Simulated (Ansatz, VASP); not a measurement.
## One calculation of CdS (Hawleyite), two programs

The input INCAR:

```
SYSTEM = CdS
PREC = Accurate
ENCUT = 520
EDIFF = 1E-6
ISMEAR = -1
SIGMA = 0.05
LREAL = .False.
LASPH = .True.
NELM = 80
ALGO = Normal
ISIF = 2
LWAVE = .False.
LCHARG = .False.
GGA = B5
ALDAX = 1.0
AGGAX = 1.0
AGGAC = 1.0
ALDAC = 0.0
IVDW = 13
VDW_S6 = 1.0
VDW_S8 = 2.34076671
VDW_A1 = 0.44488865
VDW_A2 = 4.0933009
NBANDS = 16
```

KPOINTS

```
regular mesh
0
Gamma
  8 8 8
  0 0 0
```

File POSCAR:

```
CdS
1.0
    0.0000000000      2.9165000000      2.9165000000
    2.9165000000      0.0000000000      2.9165000000
    2.9165000000      2.9165000000      0.0000000000
Cd S
1 1
Direct
    0.0000000000      0.0000000000      0.0000000000
    0.7500000000      0.7500000000      0.7500000000
```

The input input.yaml:

```yaml
crystal:
  lattice:
    - [0.0, 2.9165, 2.9165]
    - [2.9165, 0.0, 2.9165]
    - [2.9165, 2.9165, 0.0]
  atoms:
    - { symbol: Cd, position: [0.0, 0.0, 0.0] }
    - { symbol: S, position: [0.75, 0.75, 0.75] }
hamiltonian:
  xc: blyp
  pseudopotentials: { kind: paw }
  dispersion: d4
kpoints:
  mp_grid: { grid: [8, 8, 8] }
scf:
  occupations: { method: fermi_dirac, width: 0.05 }
output:
  forces: true
  stress: true
  eigenvalues: true
```

Alike in both runs: task single point; functional BLYP; dispersion D4; k mesh 8 × 8 × 8; occupations fermi-dirac, width 0.05 eV; no spin polarisation.

|  | VASP | Ansatz |
| --- | --- | --- |
| version | VASP 6.6.1 | Ansatz 0.2.0 |
| potentials or method | VASP PAW PBE potentials, release 64 (Cd, S) | Ansatz PAW |
| plane-wave cutoff (eV) | 520 | 420 |
| valence electrons in the cell | 18 | 26 |

VASP gave:

| Property | Result |
| --- | --- |
| gap on the k mesh at the Fermi level (eV) | 1.12 |
| least direct gap on the mesh (eV) | 1.12 |
| pressure (GPa) | 2.1 |
| dispersion energy (meV/atom) | -587.6 |

Problem. Estimate Ansatz's values.

Solution. gap on the k mesh at the Fermi level (eV): 1.09; least direct gap on the mesh (eV): 1.09; pressure (GPa): 1.7; dispersion energy (meV/atom): -587.8.

The two sets of potentials don't hold the same shells in valence.

Caveats: the PAW data sets were made with another functional, which shifts forces and pressure a little (VASP); the PAW data sets come from PBE, with cores solved anew for the run's functional, which leaves a small shift of forces and pressure (Ansatz).
